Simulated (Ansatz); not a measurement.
Structure search for BeC

These are results of DFT PBE, scalar-relativistic, plane waves, PAW in Ansatz 0.2.0, not measurements. All cells share a 420 eV cutoff and Γ-centred k meshes spaced at most about 0.3 Å⁻¹ (about 0.25 or finer for metals, 2π included). No spin polarisation.

Formation energies are uncorrected and refer to the elements' standard structures at the same level.

These are static total energies at zero pressure. Only the structures computed here compete, so a lower one can exist. The k mesh leaves some 4 meV/atom of noise in the energy of each metallic cell. Weakly bound directions are ill-defined at this level, which has no dispersion term (P4/nmm), and this can change margins and order among such cells. The reference form of C is held partly by dispersion forces, which this level lacks.

Invented guesses were relaxed alike, and ends that match in structure were merged. ΔE counts from the first row. Coordination counts C atoms around Be (those within 1.25 times the shortest such distance or 1.15 times the sum of covalent radii; the shortest distance is added where it is long for a bond; a slash parts the counts of unlike sites). The ends were matched against large subsets of the Crystallography Open Database and the Materials Project, so a missing match doesn't prove that a structure is unreported.

| # | reached from | type and space group | atoms | Å³/atom | coordination | ΔE (meV/atom) | gap on mesh (eV) | in databases |
| --- | --- | --- | --- | --- | --- | --- | --- | --- |
| 1 | close-packed metal layers stacked ABCB | P6_3/mmc (No. 194) | 8 | 7.1 | Be 6/6 from 2.1 Å | 0 | 0.00 | no match |
| 2 | a relaxed cell, shaken at random and relaxed again | R3m (No. 160) | 4 | 7.5 | Be 1/4 | 62 | 0.00 | no match |
| 3 | random cell with space group Pna2_1 | P-6m2 (No. 187) | 2 | 7.0 | Be 6 | 483 | 0.00 | no match |
| 4 | litharge type (P4/nmm) | P4/nmm (No. 129) | 4 | 7.2 | Be 4 | 718 | 0.00 | no match |
| 5 | SiC type (P6_3mc), changed on relaxing | P6_3/mmc (No. 194) | 4 | 8.1 | Be 5 | 723 | 0.00 | no match |

The lowest: Space group P6_3/mmc (No. 194), hexagonal, a = 2.899 Å, c = 7.831 Å. Be on a site of symmetry -6m2 is surrounded by 6 C at 1.82 Å; Be on a site of symmetry -3m has 6 C at 2.09 Å; around C lie 1 C at 1.41 Å, 3 Be at 1.82 Å and 3 Be at 2.09 Å. Its energy over the elements is +0.41 eV/atom. A positive value: parting into the elements would lower its energy. An observed structure of this formula, if there is one, may be missing.

```yaml
crystal:
  lattice:
    - [2.89899, 0.00000, 0.00000]
    - [-1.44949, 2.51060, 0.00000]
    - [0.00000, 0.00000, 7.83064]
  atoms:
    - { symbol: Be, position: [0.66667, 0.33333, 0.75000] }
    - { symbol: Be, position: [0.00000, 0.00000, 0.00000] }
    - { symbol: Be, position: [0.33333, 0.66667, 0.25000] }
    - { symbol: Be, position: [0.00000, 0.00000, 0.50000] }
    - { symbol: C, position: [0.33333, 0.66667, 0.84025] }
    - { symbol: C, position: [0.66667, 0.33333, 0.15976] }
    - { symbol: C, position: [0.66667, 0.33333, 0.34025] }
    - { symbol: C, position: [0.33333, 0.66667, 0.65975] }
```

The second: Space group R3m (No. 160), trigonal, a = 2.484 Å, c = 16.927 Å. Be on its first site has 1 C at 1.95 Å, 3 C at 2.10 Å, 3 Be at 2.28 Å and 6 Be at 2.48 Å; around Be on its second site lie 1 C at 1.91 Å and 3 Be at 2.28 Å; C on its first site has 3 C at 1.49 Å and 3 Be at 2.10 Å; C on its second site is surrounded by 3 C at 1.49 Å and 2 Be at 1.91–1.95 Å. Counting C atoms around Be, the first has Be 6/6 from 2.1 Å and the second has Be 1/4. The first holds C–C pairs (shortest 1.41 Å); the second holds C–C nets (shortest 1.49 Å). Cells relaxed within their symmetry can be saddle points.

```xyz
4
Lattice="1.2420 0.7171 5.6423 -1.2420 0.7171 5.6423 0.0000 -1.4342 5.6423" Properties=species:S:1:pos:R:3 pbc="T T T"
Be    0.0000    0.0000   13.1221
Be    0.0000    0.0000    9.2573
C     0.0000    0.0000    0.3014
C     0.0000    0.0000   11.1682
```

Some structure types and database cells were kept out of the candidates from the start, so a known form may be missing.
